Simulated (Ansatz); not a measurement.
## InN: response to strain

Consider InN in the zinc blende structure (space group F-43m, No. 216; a = 5.000 Å). Axes: x, y, z lie along the cube axes.

Strains are applied to the cell and any free atomic positions relax; under biaxial strain the out-of-plane vector relaxes too; under stress the whole cell relaxes.

Calculations: DFT with r2SCAN, PAW potentials and a 500 eV plane-wave cutoff in Ansatz (a first-principles code), without spin-orbit coupling, earlier PAW set.

Notes on the quantities. pressure: mean of the normal stresses, compression positive; energy relative to the base: free energy F.

| change | pressure | shortest interatomic distance | energy relative to the base |
|---|---|---|---|
| base | 0.0 GPa | 4.091 bohr | 0 meV/atom |
| biaxial strain −4.18 %, plane normal [001], relaxed out of plane | 4.5 GPa | 4.053 bohr | +26 meV/atom |
| biaxial strain −1.43 %, plane normal [001], relaxed out of plane | 1.4 GPa | 4.078 bohr | +2.8 meV/atom |
| biaxial strain +2.40 %, plane normal [110], relaxed out of plane | -4.0 GPa | 4.118 bohr | +14 meV/atom |
| uniaxial strain ε_xx = −5.62 % | 8.9 GPa | 4.016 bohr | ___ |
| uniaxial strain ε_zz = −0.99 % | 1.4 GPa | 4.078 bohr | ___ |
| uniaxial stress, 2 GPa compression along z | – | ___ | +2.8 meV/atom |
| tensor shear ε_xy = +1.30 % | 0.0 GPa | 4.084 bohr | +2.8 meV/atom |
| tensor shear ε_xz = +0.32 % | 0.0 GPa | 4.089 bohr | +0.2 meV/atom |
| uniaxial stress, 1 GPa tension along z | – | 4.095 bohr | +0.6 meV/atom |

Q: What belongs in the blanks?

A: 
- uniaxial strain ε_xx = −5.62 %, energy relative to the base: +28 meV/atom
- uniaxial strain ε_zz = −0.99 %, energy relative to the base: +0.9 meV/atom
- uniaxial stress, 2 GPa compression along z, shortest interatomic distance: 4.085 bohr

A biaxial case was relaxed in a doubled cell and then solved in the primitive one. A case with no gap was solved on a k-mesh chosen for an insulator, which is coarse for it. Stability under load was not tested beyond the relaxation. The final runs are not spin-polarised. This is not the structure that InN has at room temperature and ambient pressure.
